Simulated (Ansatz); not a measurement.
# Ta (Im-3m) in Ansatz: further runs

One crystal, Ta, is run at these levels: PBE; tasks: single point, equation of state.

Everything below comes from runs of Ansatz 0.2.0. Logs are shortened: lines on timing, memory, paths and dates and some standing lists are left out, and cuts for length are marked.

**The experiment to reproduce.**

“Refinement of the equation of state of tantalum”, 2004, arxiv:cond-mat/0403080 quotes, for a bulk crystal of Ta: bulk modulus 194 GPa.

The results are compared with them further down.

## 1. The structure

It takes space group Im-3m (No. 229, cubic). Conventional cell: a = 3.303 Å, b = 3.303 Å, c = 3.303 Å, α = 90.00°, β = 90.00°, γ = 90.00°. Ta (site symmetry m-3m) has 8 Ta at 2.86 Å as nearest neighbours.

## 2. Single point, PBE, 16.93 Å³/atom (volume scaled by 0.94)

input.yaml reads:

```yaml
crystal:
  lattice:
    - [-1.6175709496, 1.6175709496, 1.6175709496]
    - [1.6175709496, -1.6175709496, 1.6175709496]
    - [1.6175709496, 1.6175709496, -1.6175709496]
  atoms:
    - { symbol: Ta, position: [0.0, 0.0, 0.0] }
hamiltonian:
  xc: pbe
  pseudopotentials: { kind: nc, accuracy: standard }
kpoints:
  mp_grid: { grid: [11, 11, 11] }
scf:
  occupations: { method: fermi_dirac, width: 0.05 }
output:
  forces: true
  stress: true
  eigenvalues: true
```

Potentials or basis: PseudoDojo standard (PBE files).

Started as:

```bash
$ ansatz run input.yaml --threads 2 --pin off --max-ram 5632MiB --backend cpu --events-out ev --progress --plain --runs-dir out
```

The program printed:

```text
Warning: RAYON_NUM_THREADS=2 ignored (pool sized by the plan → 2); use --threads N
Engine: ansatz 0.2.0, aarch64-unknown-linux-gnu
Pseudopotentials: kind: nc
Pseudopotential: Ta, nc, valence charge 13, recommended cutoff 789.130201 eV (normal), Ta.nc.azcp (PseudoDojo's, or run here from an input of PseudoDojo's; its table is named by hamiltonian.pseudopotentials.accuracy)
Functional definition: PBE
  parameter kappa = 0.804
  parameter beta = 0.06672455060314922
  exchange = pbe_x(kappa = kappa, mu = beta*pi^2/3)
  correlation = pbe_c(beta = beta)
Crystal: 1 atoms, lattice volume = 16.930 Å³
Basis set: ecut = 789.130201 eV, 887 PW (Γ), exchange–correlation on 54×54×54 points (8 copies of the dense FFT grid, shifted against one another)
Bands: 11, of which v1, the nominal top of the filled ones, is band 7 counted from 1 (6 counted from 0)
Symmetry: 48 space group operations
Space group: Im-3m (ITA 229), of the structure as read, at distance tolerance 2.6e-5 Å
k-points: 56 of 1331
Non-local potential: Ta, projectors of the file, l = 0: 2, l = 1: 2, l = 2: 2, l = 3: 2
Initial density: superposition of atomic densities (chi_scale 0.1, normalization cell)
Initial wavefunctions: pseudopotential atomic-orbital guess
Functional: x = pbe(κ = 0.804, μ = 0.2195149727645171), c = pbe(β = 0.06672455060314922)
SCF iter   1: F=—  HF=-1771.600794 eV  |F-HF|=—  |Δ(HF+E_count)|=         —  Δρ=4.02e-2  dr2=2.75e-1  ethr=3.10e-3  ⟨swp⟩=6.0  Hψ=4243  notcnv=0
preconditioner: auto → none  [insulator: Δε(μ)=0.156 eV  Ē_g=8.991 eV  σ=0.050 eV  W_gap=0.65  n_scr=0 (ndim 8)  ℏωp=20.2 eV  f_vac=0.000  D(μ)=0.58/eV (n_scr^D=0)  ε∞_Penn≈6.0]
SCF iter   2: F=—  HF=-1771.504409 eV  |F-HF|=—  |Δ(HF+E_count)|=   9.64e-2  Δρ=1.51e-2  dr2=2.14e-2  ethr=2.12e-3  ⟨swp⟩=2.7  Hψ=1489  notcnv=0  defer=10
SCF iter   3: F=—  HF=-1771.501747 eV  |F-HF|=—  |Δ(HF+E_count)|=   2.66e-3  Δρ=4.01e-3  dr2=9.13e-4  ethr=1.65e-4  ⟨swp⟩=2.7  Hψ=1100  notcnv=0  defer=10
SCF iter   4: F=—  HF=-1771.501984 eV  |F-HF|=—  |Δ(HF+E_count)|=   2.38e-4  Δρ=3.45e-4  dr2=8.06e-6  ethr=7.02e-6  ⟨swp⟩=1.6  Hψ=740  notcnv=0  defer=10
SCF iter   5: F=—  HF=-1771.501986 eV  |F-HF|=—  |Δ(HF+E_count)|=   1.55e-6  Δρ=4.22e-5  dr2=3.47e-8  ethr=7.69e-10  ⟨swp⟩=7.3  Hψ=4340  notcnv=0
SCF iter   6: F=-1771.501986 eV  HF=-1771.501986 eV  |F-HF|=5.18e-10  |Δ(HF+E_count)|=   1.68e-8  Δρ=1.72e-5  dr2=7.07e-9  ethr=2.67e-10  ⟨swp⟩=3.3  Hψ=2328  notcnv=0
SCF 1 converged in 6 iterations: F = -1771.501986 eV  dr2 = 7.07e-9
SCF converged after 6 iterations
Free energy (F): -1771.501986 eV
Harris-Foulkes:  -1771.501986 eV  (|F-HF|=5.18e-10)
Internal energy: -1771.495928 eV  (E = F + TS)
E sigma→0 (E₀):  -1771.498957 eV
Entropy (-TS):   -0.006058 eV (-6.058 meV/atom)
Fermi energy:    19.786904 eV
--- Per-component energies (eV) ---
  E_band       = -88.176914
  E_kinetic    = 470.076598
  E_local      = -784.985434  (includes V_loc(G=0)·N_el)
  E_nonlocal   = 126.664427
  E_hartree    = 189.569188
  E_xc         = -404.067688
  E_vxc        = -279.072027  (∫ρ·V_xc dr)
  E_ewald      = -1368.753019
  E_smearing   = -0.006058  (= −TS)
  E_closure    = 0.000000  (closes the sum)
  Σ components = -1771.501986   (vs F -1771.501986, Δ=0.00e0)
--- Forces (eV/Å), atoms counted from 1 ---
  atom   1  Ta     0.00000000    -0.00000000     0.00000000
  max |Σ_I F_I| component: 4.21e-30 eV/Å
--- Stress (GPa, compression-positive) ---
       17.116665       0.000000      -0.000000
        0.000000      17.116665       0.000000
        0.000000      -0.000000      17.116665
  P = ⅓ Tr σ = 17.1167 GPa (171.167 kbar)
--- Band table (eV; the first three rows and the last of 56) ---
  k-point 0: bands = ["-47.2031", "-13.0253", "-13.0253", "-13.0253", "11.6501", "20.5187", "20.5187", "20.5187", "24.0178", "24.0178", "34.6339"]
  k-point 1: bands = ["-47.1912", "-13.1500", "-13.0632", "-13.0262", "12.0431", "20.2625", "20.4306", "20.9094", "23.6279", "24.0175", "34.9854"]
  k-point 2: bands = ["-47.1591", "-13.4741", "-13.1634", "-13.0286", "13.0944", "19.6463", "20.0212", "22.0483", "23.2546", "24.0734", "35.5351"]
  k-point 55: bands = ["-46.9448", "-14.0179", "-13.9954", "-13.9954", "15.7117", "15.7678", "26.0352", "26.0352", "26.9296", "28.3467", "30.2757"]
```

Run time: 0.71 s. Hardware: 2 threads of Arm Neoverse V2, shared host; peak memory 0.26 GiB.

Results:

```yaml
Free_energy: -1771.5020 eV
Pressure: 17.1 GPa
Band_gap_on_the_k_mesh: none (metal or under the smearing width)
```

## 3. Single point, PBE, 17.29 Å³/atom (volume scaled by 0.96)

input.yaml: that of step 2 with these lines changed.

```diff
@@ -2,5 +2,5 @@
   lattice:
-    - [-1.6175709496, 1.6175709496, 1.6175709496]
-    - [1.6175709496, -1.6175709496, 1.6175709496]
-    - [1.6175709496, 1.6175709496, -1.6175709496]
+    - [-1.6289626696, 1.6289626696, 1.6289626696]
+    - [1.6289626696, -1.6289626696, 1.6289626696]
+    - [1.6289626696, 1.6289626696, -1.6289626696]
   atoms:
```

Potentials or basis: PseudoDojo standard (PBE files).

Started as:

```bash
$ ansatz run input.yaml --threads 2 --pin off --max-ram 5632MiB --backend cpu --events-out ev --progress --plain --runs-dir out
```

It took 0.73 s on 2 threads of Arm Neoverse V2, shared host; peak memory 0.26 GiB.

Results (log left out):

| Item | Value |
| --- | --- |
| Free energy | -1771.5343 eV |
| Pressure | 11.7 GPa |
| Band gap on the k mesh | none (metal or under the smearing width) |

## 4. Single point, PBE, 17.65 Å³/atom (volume scaled by 0.98)

input.yaml: that of step 3 with these lines changed.

```diff
@@ -2,5 +2,5 @@
   lattice:
-    - [-1.6289626696, 1.6289626696, 1.6289626696]
-    - [1.6289626696, -1.6289626696, 1.6289626696]
-    - [1.6289626696, 1.6289626696, -1.6289626696]
+    - [-1.64019725, 1.64019725, 1.64019725]
+    - [1.64019725, -1.64019725, 1.64019725]
+    - [1.64019725, 1.64019725, -1.64019725]
   atoms:
```

Started as:

```bash
$ ansatz run input.yaml --threads 2 --pin off --max-ram 5632MiB --backend cpu --events-out ev --progress --plain --runs-dir out
```

Wall time 0.74 s (2 threads of Arm Neoverse V2, shared host); peak memory 0.26 GiB.

The run converged. Its results:

* Free energy: -1771.5551 eV
* Pressure: 6.9 GPa
* Band gap on the k mesh: none (metal or under the smearing width)

## 5. Single point, PBE, 18.01 Å³/atom

input.yaml reads:

```yaml
crystal:
  lattice:
    - [-1.65128, 1.65128, 1.65128]
    - [1.65128, -1.65128, 1.65128]
    - [1.65128, 1.65128, -1.65128]
  atoms:
    - { symbol: Ta, position: [0.0, 0.0, 0.0] }
hamiltonian:
  xc: pbe
  pseudopotentials: { kind: nc, accuracy: standard }
kpoints:
  mp_grid: { grid: [11, 11, 11] }
scf:
  occupations: { method: fermi_dirac, width: 0.05 }
output:
  forces: true
  stress: true
  eigenvalues: true
  write_density: true
  write_potential: true
  elf: true
  volumetric_format: npy
```

Started as:

```bash
$ ansatz run input.yaml --threads 2 --pin off --max-ram 5632MiB --backend cpu --events-out ev --progress --plain --runs-dir out
```

Wall time 1 s (2 threads of Arm Neoverse V2, shared host); peak memory 0.27 GiB.

Results (log left out):

```yaml
Free_energy: -1771.5656 eV
Pressure: 2.5 GPa
Band_gap_on_the_k_mesh: none (metal or under the smearing width)
```

## 6. Single point, PBE, 18.37 Å³/atom (volume scaled by 1.02)

input.yaml: that of step 5 with these lines changed.

```diff
@@ -2,5 +2,5 @@
   lattice:
-    - [-1.65128, 1.65128, 1.65128]
-    - [1.65128, -1.65128, 1.65128]
-    - [1.65128, 1.65128, -1.65128]
+    - [-1.6622159478, 1.6622159478, 1.6622159478]
+    - [1.6622159478, -1.6622159478, 1.6622159478]
+    - [1.6622159478, 1.6622159478, -1.6622159478]
   atoms:
```

Potentials or basis: PseudoDojo standard (PBE files).

Started as:

```bash
$ ansatz run input.yaml --threads 2 --pin off --max-ram 5632MiB --backend cpu --events-out ev --progress --plain --runs-dir out
```

Run time: 1 s. Hardware: 2 threads of Arm Neoverse V2, shared host; peak memory 0.27 GiB.

Results (log left out):

```yaml
Free_energy: -1771.5668 eV
Pressure: -1.3 GPa
Band_gap_on_the_k_mesh: none (metal or under the smearing width)
```

## 7. Single point, PBE, 18.73 Å³/atom (volume scaled by 1.04)

input.yaml reads:

```yaml
crystal:
  lattice:
    - [-1.6730098603, 1.6730098603, 1.6730098603]
    - [1.6730098603, -1.6730098603, 1.6730098603]
    - [1.6730098603, 1.6730098603, -1.6730098603]
  atoms:
    - { symbol: Ta, position: [0.0, 0.0, 0.0] }
hamiltonian:
  xc: pbe
  pseudopotentials: { kind: nc, accuracy: standard }
kpoints:
  mp_grid: { grid: [11, 11, 11] }
scf:
  occupations: { method: fermi_dirac, width: 0.05 }
output:
  forces: true
  stress: true
  eigenvalues: true
```

Started as:

```bash
$ ansatz run input.yaml --threads 2 --pin off --max-ram 5632MiB --backend cpu --events-out ev --progress --plain --runs-dir out
```

Wall time 0.76 s (2 threads of Arm Neoverse V2, shared host); peak memory 0.26 GiB.

The run converged. Its results:

| Property | Result |
| --- | --- |
| Free energy | -1771.5598 eV |
| Pressure | -4.9 GPa |
| Band gap on the k mesh | none (metal or under the smearing width) |

## 8. Single point, PBE, 19.09 Å³/atom (volume scaled by 1.06)

input.yaml: that of step 7 with these lines changed.

```diff
@@ -2,5 +2,5 @@
   lattice:
-    - [-1.6730098603, 1.6730098603, 1.6730098603]
-    - [1.6730098603, -1.6730098603, 1.6730098603]
-    - [1.6730098603, 1.6730098603, -1.6730098603]
+    - [-1.6836662614, 1.6836662614, 1.6836662614]
+    - [1.6836662614, -1.6836662614, 1.6836662614]
+    - [1.6836662614, 1.6836662614, -1.6836662614]
   atoms:
```

Started as:

```bash
$ ansatz run input.yaml --threads 2 --pin off --max-ram 5632MiB --backend cpu --events-out ev --progress --plain --runs-dir out
```

Run time: 0.75 s. Hardware: 2 threads of Arm Neoverse V2, shared host; peak memory 0.27 GiB.

The run converged. Its results:

- Free energy: -1771.5452 eV
- Pressure: -8.1 GPa
- Band gap on the k mesh: none (metal or under the smearing width)

## 9. Equation of state, PBE

Potentials or basis: PseudoDojo standard.

This step only gathers the single runs of the series.

Results:

- Equilibrium volume: 18.24 Å³/atom
- Bulk modulus: 195 GPa
- Pressure derivative of the bulk modulus: 4.4

Energy against volume, from the lowest point:
| volume (Å³/atom) | energy (meV/atom) |
| --- | --- |
| 16.930 | 64.86 |
| 17.290 | 32.56 |
| 17.650 | 11.76 |
| 18.010 | 1.27 |
| 18.371 | 0.00 |
| 18.731 | 7.06 |
| 19.091 | 21.65 |

The run has no spin-orbit coupling, so splittings on Ta are missing. PBE usually gives volumes a little too large and moduli too small.

## 10. Comparison with measurements

Step 9. Measured bulk modulus of Ta: 194 GPa (quoted in “Refinement of the equation of state of tantalum”, 2004, arxiv:cond-mat/0403080). This calculation gives 195 GPa (+0.4 %). The fit is for a static lattice scaled at fixed shape and fixed fractional positions.
